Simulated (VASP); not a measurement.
# SiO₂: molecular dynamics at constant energy

SiO₂, P6_222 (no. 180), 9 atoms in the cell. PBE, molecular dynamics; PAW potentials Si, O (PBE set).

Ensemble: NVE; Starting temperature (K): 1600.

## Input

INCAR:
```
GGA = PE ; PREC = Normal
ENCUT = 400 ; EDIFF = 1E-6
NELMIN = 4 ; NELM = 60
ALGO = Normal ; LREAL = Auto
LASPH = T ; ISMEAR = 0
SIGMA = 0.05 ; ISYM = 0
LWAVE = F ; LCHARG = F
IBRION = 0 ; NSW = 60
POTIM = 1.0 ; TEBEG = 1600
ISIF = 2 ; RANDOM_SEED = 74791 0 0
MDALGO = 2 ; SMASS = -3
KPAR = 2
```

KPOINTS:
```
k-points
0
Monkhorst-Pack
  2 2 2
```

POSCAR:
```
SiO2
1.0
    5.0610887587      0.0000000000      0.0000000000
   -2.5305443793      4.3830314358      0.0000000000
    0.0000000000      0.0000000000      5.5405014100
Si O
3 6
Direct
    0.5000000000      0.0000000000      0.0000000000
    0.5000000000      0.5000000000      0.3333333333
    0.0000000000      0.5000000000      0.6666666667
    0.4172565700      0.2086282850      0.1666666667
    0.7913717150      0.2086282850      0.8333333333
    0.2086282850      0.4172565700      0.5000000000
    0.5827434300      0.7913717150      0.1666666667
    0.2086282850      0.7913717150      0.8333333333
    0.7913717150      0.5827434300      0.5000000000
```

Commands:
```
cat potpaw_PBE.64/Si/POTCAR potpaw_PBE.64/O/POTCAR > POTCAR
mpirun -np 2 vasp_std > vasp.out
```

## Result

- Rise of the mean potential energy above the start (meV/atom): 78.2
- Mean temperature (K): 926
- Electronic steps per ionic step after the first: 5.2

Course of the run:

| Time (fs) | Temperature (K) | Potential energy less the first (meV/atom) |
|---|---|---|
| 1 | 1602 | 0.0 |
| 6 | 965 | 74.0 |
| 10 | 799 | 93.1 |
| 15 | 1214 | 44.7 |
| 19 | 869 | 84.7 |
| 24 | 416 | 137.1 |
| 28 | 663 | 108.5 |
| 33 | 973 | 72.7 |
| 37 | 927 | 78.1 |
| 42 | 871 | 84.7 |
| 46 | 1096 | 58.6 |
| 51 | 1210 | 45.4 |
| 55 | 851 | 86.8 |
| 60 | 611 | 114.5 |

The mean temperature lies below the starting 1600 K, since the atoms start on their sites and part of their kinetic energy turns into potential energy.

REPORT:
```
MDALGO =   2
               SCALING =       0
                 CNEXP =     9.000   14.000
           RANDOM_SEED =             74791                0                0

   original number of atomic DOF:         24
   number of independent constraints:      0
   number of active DOF:                  24

========================================
         MD step No.       1
========================================

  Atomic velocities initialized by STEP_tb

  >Energies
                    E_tot             E_pot             E_kin               EPS                ES
   e_b>   -0.69545088E+02   -0.71201434E+02    0.16563465E+01    0.00000000E+00    0.00000000E+00

  >Temperature
               T_sim     T_inst
   tmprt>   1600.000   1601.749

  >Thermostat:
           s(n+1) sdot(n+1)      s(n)   sdot(n)        Qs
   s_b>   0.00000   0.00000   0.00000   0.00000  -3.00000

           RANDOM_SEED =             74791               54                0

[... steps left out ...]

========================================
         MD step No.      60
========================================

  >Energies
                    E_tot             E_pot             E_kin               EPS                ES
   e_b>   -0.69539080E+02   -0.70170952E+02    0.63187134E+00    0.00000000E+00    0.00000000E+00

  >Temperature
               T_sim     T_inst
   tmprt>   1600.000    611.043

  >Thermostat:
           s(n+1) sdot(n+1)      s(n)   sdot(n)        Qs
   s_b>   0.00000   0.00000   0.00000   0.00000  -3.00000

           RANDOM_SEED =             74791               54                0
```

OSZICAR:
```
N       E                     dE             d eps       ncg     rms          rms(c)
DAV:   1     0.291075357807E+03    0.29108E+03   -0.22185E+04   704   0.123E+03
DAV:   2    -0.606565204651E+02   -0.35173E+03   -0.34311E+03   913   0.318E+02
DAV:   3    -0.806441536983E+02   -0.19988E+02   -0.19936E+02   816   0.878E+01
DAV:   4    -0.809009647682E+02   -0.25681E+00   -0.25642E+00   824   0.107E+01
DAV:   5    -0.809060626988E+02   -0.50979E-02   -0.50965E-02   806   0.147E+00    0.257E+01
DAV:   6    -0.712256154142E+02    0.96804E+01   -0.41610E+01   766   0.357E+01    0.119E+01
DAV:   7    -0.711962164470E+02    0.29399E-01   -0.10033E+00   896   0.532E+00    0.453E+00
DAV:   8    -0.711894050208E+02    0.68114E-02   -0.56588E-02   801   0.186E+00    0.154E+00
DAV:   9    -0.711994451409E+02   -0.10040E-01   -0.23930E-02   796   0.116E+00    0.352E-01
DAV:  10    -0.712014906304E+02   -0.20455E-02   -0.34173E-03   816   0.338E-01    0.891E-02
DAV:  11    -0.712014287565E+02    0.61874E-04   -0.10600E-03   816   0.196E-01    0.198E-02
DAV:  12    -0.712014322880E+02   -0.35315E-05   -0.31206E-05   816   0.362E-02    0.149E-02
[... left out ...]
     59 T=   604. E= -.69538533E+02 F= -.70163522E+02 E0= -.70163522E+02  EK= 0.62499E+00 SP= 0.00E+00 SK= 0.00E+00
[... last step whole ...]
       N       E                     dE             d eps       ncg     rms          rms(c)
DAV:   1    -0.701708123005E+02   -0.72896E-02   -0.54118E-04  1000   0.227E+00    0.280E-02
DAV:   2    -0.701709631220E+02   -0.15082E-03   -0.16643E-03   766   0.272E-01    0.230E-02
DAV:   3    -0.701709559388E+02    0.71833E-05   -0.19930E-05   816   0.412E-02    0.155E-02
DAV:   4    -0.701709515144E+02    0.44243E-05   -0.21468E-05   811   0.386E-02    0.584E-03
DAV:   5    -0.701709515088E+02    0.56616E-08   -0.19657E-06   624   0.981E-03
     60 T=   611. E= -.69539080E+02 F= -.70170952E+02 E0= -.70170952E+02  EK= 0.63187E+00 SP= 0.00E+00 SK= 0.00E+00
```

Limits: 60 fs of 9 atoms are too short for converged averages; the cell is only 4.4 Å across, so each atom moves in step with near copies of itself.

VASP 6.6.1 took 545 s on 2 cores (AMD EPYC 7R43 (Zen 3)), a shared host.
